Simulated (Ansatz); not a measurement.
# Fe: the cost of one run

Method: DFT PBEsol, scalar-relativistic, plane waves, PAW, in Ansatz 0.2.0.

The COD cell was measured well above room temperature, so it is larger than a cold one.

2 further runs of the same task are left out: 2 set aside as unsound or not needed. Runs told in other sessions of the task aren't counted.

### 1 Starting point

The structure is cubic, space group Im-3m (No. 229). The conventional cell has a = 4.670 Å, b = 4.670 Å, c = 4.670 Å, α = 90.00°, β = 90.00°, γ = 90.00°. Around Sr (site symmetry m-3m) lie 8 Sr at 4.04 Å.

Structure file:

```xyz
1
Lattice="-2.3350 2.3350 2.3350 2.3350 -2.3350 2.3350 2.3350 2.3350 -2.3350" Properties=species:S:1:pos:R:3 pbc="T T T"
Sr    0.0000    0.0000    0.0000
```

It is the result of an earlier relaxation at this level (volume 50.92 Å³/atom; gap on the mesh: none (metal)).

### 2 Swap Sr → Fe

The start of Fe: fractional positions of relaxed Sr, cell scaled by 0.763, a guess from tabulated radii. Atoms that may carry a moment start with parallel spins.

### 3 A first look at the start (Fe)

Input file input.yaml:

```yaml
crystal:
  lattice:
    - [-1.7826234202, 1.7826234202, 1.7826234202]
    - [1.7826234202, -1.7826234202, 1.7826234202]
    - [1.7826234202, 1.7826234202, -1.7826234202]
  atoms:
    - { symbol: Fe, position: [0.0, 0.0, 0.0], spin: 4.0 }
basis:
  ecutwfc: 420
kpoints:
  mp_grid: { grid: [8, 8, 8] }
hamiltonian:
  xc: pbesol
scf:
  occupations: { method: gaussian, width: 0.1 }
  lower_state_search: "off"
output:
  forces: true
  stress: true
  eigenvalues: true
  populations: true
magnetization:
  spin_polarized: true
```

Launch:

```bash
> ansatz run input.yaml --threads 1 --pin off --max-ram 2560MiB --backend cpu --events-out ev --progress --plain --runs-dir out
```

**Question.** How long does this run take on 1 thread of Intel Xeon Platinum 8488C (Sapphire Rapids), shared host, and how much memory does it need?

About 1.2 s, with a peak of 0.33 GiB.
